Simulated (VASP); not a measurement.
**Pt: equilibrium volume by level of theory**

It takes space group Im-3m (No. 229, cubic). Conventional cell: a = 3.114 Å, b = 3.114 Å, c = 3.114 Å, α = 90.00°, β = 90.00°, γ = 90.00°. Pt (site symmetry m-3m) is surrounded by 8 Pt at 2.70 Å.

This isn't the form of Pt at room conditions, which is fcc.

```csv
rung,level,program and potentials,cutoff (eV),k mesh,smearing,equilibrium volume (Å³/atom),notes
LDA,LDA,"VASP, LDA PAW files Pt, 600 eV",600,18 × 18 × 18,gaussian 0.1,14.96,-
GGA,PBE,"VASP, PBE PAW files Pt, 600 eV",600,18 × 18 × 18,gaussian 0.1,(a),-
GGA + dispersion,PBE+D3(BJ),"VASP, PBE PAW files Pt, 600 eV",600,18 × 18 × 18,gaussian 0.1,15.30,-
GGA,PBEsol,"VASP, PBE PAW files Pt, 300 eV",300,18 × 18 × 18,gaussian 0.1,(b),potentials made for PBE
GGA,PBEsol,"VASP, PBE PAW files Pt, 580 eV",580,18 × 18 × 18,gaussian 0.1,15.18,potentials made for PBE
GGA,PBEsol,"VASP, PBE PAW files Pt, 600 eV",600,6 × 6 × 6,gaussian 0.1,15.24,coarse mesh; potentials made for PBE
GGA,PBEsol,"VASP, PBE PAW files Pt, 600 eV",600,18 × 18 × 18,gaussian 0.1,15.18,potentials made for PBE
GGA,RPBE,"VASP, PBE PAW files Pt, 600 eV",600,18 × 18 × 18,gaussian 0.1,16.07,potentials made for PBE
```

Task: relaxation of cell and atoms. All rows: no spin polarisation. Smearing widths are in eV. For a metal such meshes aren't converged. Meshes differ between rows, which moves values too. Meshes are those of the run's cell of 1 atom unless a note names another. Relaxations start from the cell shown or near it and stop with a little pressure left. Runs on faulty files, with rough fits or with known faults for this quantity aren't shown. No row holds spin-orbit coupling.

Q: Estimate the values left out from the other rows.

A: (a) 15.79 Å³/atom; (b) 15.14 Å³/atom.
